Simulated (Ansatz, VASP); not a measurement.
# Rb in VASP and in Ansatz

```xyz
1
Lattice="-2.8025 2.8025 2.8025 2.8025 -2.8025 2.8025 2.8025 2.8025 -2.8025" Properties=species:S:1:pos:R:3 pbc="T T T"
Rb    0.0000    0.0000    0.0000
```

Alike in both runs: task relaxation of cell and atoms; functional PBE; k mesh 8 × 8 × 8; occupations fermi-dirac, width 0.05 eV; no spin polarisation.

|  | VASP | Ansatz |
| --- | --- | --- |
| version | VASP 6.6.1 | Ansatz 0.2.0 |
| potentials or method | VASP PAW PBE potentials, release 64 (Rb_sv), cutoff 600 eV | all-electron LAPW, scalar-relativistic |

Ansatz gave:

* relaxed volume (Å³/atom): 91.28
* relaxed cell length with the largest relative difference (Å): 4.913
* energy change over the relaxation (meV/atom): -1

Q: Estimate VASP's values.

A: Relaxed volume (Å³/atom): 91.19; relaxed cell length with the largest relative difference (Å): 4.911; energy change over the relaxation (meV/atom): -1.

Ansatz ran all-electron here, so the differences hold the error of VASP's frozen core and of both bases.

PBE usually gives volumes a little too large and moduli too small. Zero-point motion and thermal expansion aren't in these numbers.
